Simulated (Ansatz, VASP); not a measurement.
**Ag in VASP and in Ansatz**

INCAR

```
SYSTEM = Ag
ALGO = Normal
EDIFF = 1E-8
ENCUT = 520
GGA = PE
ISIF = 2
ISMEAR = -1
LASPH = .True.
LCHARG = .False.
LEFG = .True.
LREAL = .False.
LWAVE = .False.
NBANDS = 12
NELM = 80
PREC = Accurate
SIGMA = 0.05
```

The input KPOINTS:

```
k-points
0
Gamma
  15 15 15
  0 0 0
```

File POSCAR:

```
Ag
1.0
    0.0000000000      2.0154871556      2.0154871556
    2.0154871556      0.0000000000      2.0154871556
    2.0154871556      2.0154871556      0.0000000000
Ag
1
Direct
    0.0000000000      0.0000000000      0.0000000000
```

Input for Ansatz:

```yaml
crystal:
  lattice:
    - [0.0, 2.0154871556, 2.0154871556]
    - [2.0154871556, 0.0, 2.0154871556]
    - [2.0154871556, 2.0154871556, 0.0]
  atoms:
    - { symbol: Ag, position: [0.0, 0.0, 0.0] }
kpoints:
  mp_grid: { grid: [15, 15, 15] }
scf:
  occupations: { method: fermi_dirac, width: 0.05 }
hamiltonian:
  xc: pbe
  pseudopotentials: { kind: all_electron, datasets: crystal }
output:
  forces: true
  stress: true
  eigenvalues: true
  efg: { contact_densities: true }
```

Change from the starting cell: volume scaled by 0.96, crystal datasets.

Alike in both runs: task electric field gradients; functional PBE; k mesh 15 × 15 × 15; occupations fermi-dirac, width 0.05 eV; no spin polarisation.

|  | VASP | Ansatz |
| --- | --- | --- |
| version | VASP 6.6.1 | Ansatz 0.2.0 |
| potentials or method | VASP PAW PBE potentials, release 64 (Ag) | all-electron PAW with datasets made for the crystal, scalar-relativistic |
| plane-wave cutoff (eV) | 520 | see its input |

Ansatz gave:

| Item | Value |
| --- | --- |
| pressure (GPa) | 9.9 |
| Vzz of the field gradient on the site that differs most (V/Å²) | 0.0 |

Q: What did VASP give for the same quantities?

A: Pressure (GPa): 9.7; Vzz of the field gradient on the site that differs most (V/Å²): 0.0.

Ansatz ran all-electron here, so the differences hold the error of VASP's frozen core and of both bases. Ansatz warned: «gradients_without_spin_orbit».
